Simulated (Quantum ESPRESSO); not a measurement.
PbSe (Clausthalite): equation of state with PBE

The system is PbSe (Clausthalite).

```
CELL_PARAMETERS angstrom
0.00000 3.06065 3.06065
3.06065 0.00000 3.06065
3.06065 3.06065 0.00000
ATOMIC_POSITIONS crystal
Pb 0.00000 0.00000 0.00000
Se 0.50000 0.50000 0.50000
```

```yaml
Program: Quantum ESPRESSO 7.5
Task: equation of state
Functional: PBE
Potentials_or_basis: PseudoDojo 0.4 SR PBE stringent
Cutoff: 1415 eV
Density_cutoff: 5660 eV
k_mesh: 8 × 8 × 8
Occupations: fermi-dirac, width 0.05 eV
Spin: no spin polarisation
```

```json
{
 "Equilibrium volume": "30.07 Å³/atom",
 "Bulk modulus": "47 GPa",
 "Pressure derivative of the bulk modulus": "3.9"
}
```

Energy against volume, from the lowest point:
```csv
volume (Å³/atom),energy (meV/atom)
26.951,56.85
27.524,36.54
28.097,21.06
28.671,10.06
29.244,3.36
29.818,0.00
30.391,0.28
```

All runs of the series together: 15 min on 1 thread of Arm Neoverse V1, on a shared host.

The cell as given is a measured one (28.67 Å³/atom); PBE puts the equilibrium volume +4.9 % from it, thermal expansion not counted.

Spin-orbit coupling is left out, which matters for the levels of Pb.
